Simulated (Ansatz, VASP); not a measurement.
## TePb in VASP and in Ansatz

```
Pb Te
1.0
     0.00000    3.23100    3.23100
     3.23100    0.00000    3.23100
     3.23100    3.23100    0.00000
Pb Te
1 1
Cartesian
  0.0000 0.0000 0.0000
  3.2310 3.2310 3.2310
```

Alike in both runs: task single point; functional PBE; k mesh 7 × 7 × 7; occupations gaussian, width 0.021 eV; no spin polarisation.

|  | VASP | Ansatz |
| --- | --- | --- |
| version | VASP 6.6.1 | Ansatz 0.2.0 |
| potentials or method | VASP PAW PBE potentials, release 64 (Pb_d, Te), cutoff 520 eV | all-electron LAPW, scalar-relativistic |

|  | VASP | Ansatz | Ansatz less VASP |
| --- | --- | --- | --- |
| gap on the k mesh at the Fermi level (eV) | 1.01 | 1.01 | -0.004 |
| least direct gap on the mesh (eV) | 1.01 | 1.01 | -0.004 |
| pressure (GPa) | 2.1 | 2.1 | +0.07 |

Ansatz ran all-electron here, so the differences hold the error of VASP's frozen core and of both bases.

The runs have no spin-orbit coupling, so splittings on Pb, Te are missing.
